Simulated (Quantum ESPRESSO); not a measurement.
Ru:

```
Ru
1.0
     2.70580    0.00000    0.00000
    -1.35290    2.34329    0.00000
     0.00000    0.00000    4.28190
Ru
2
Direct
  0.66667 0.33333 0.75000
  0.33333 0.66667 0.25000
```

Program: Quantum ESPRESSO 7.5. Alike in all runs: task band structure; cell as given; k mesh 11 × 11 × 6; smearing fermi-dirac 0.05 eV.

Order these runs on this cell by their pressure, lowest first.
A. level PBEsol; potentials or basis PseudoDojo 0.4 FR PBEsol standard; spin SOC, no magnetisation; cutoff (eV) 1143
B. level BLYP; potentials or basis PseudoDojo 0.4.1 SR PBE standard; spin off; cutoff (eV) 1143
C. level LDA; potentials or basis GBRV 1.5 LDA; spin off; cutoff (eV) 612; form of the LDA correlation PZ81

C (-12.4 GPa), A (-5.0 GPa), B (19.8 GPa).

Caveats: the potentials were made for another functional, which shifts forces and pressure (some runs); so large a pressure means that the cell lies far from this level's equilibrium, or that cutoff or potentials fall short (some runs).

Runs at the PBE level aren't shown here.
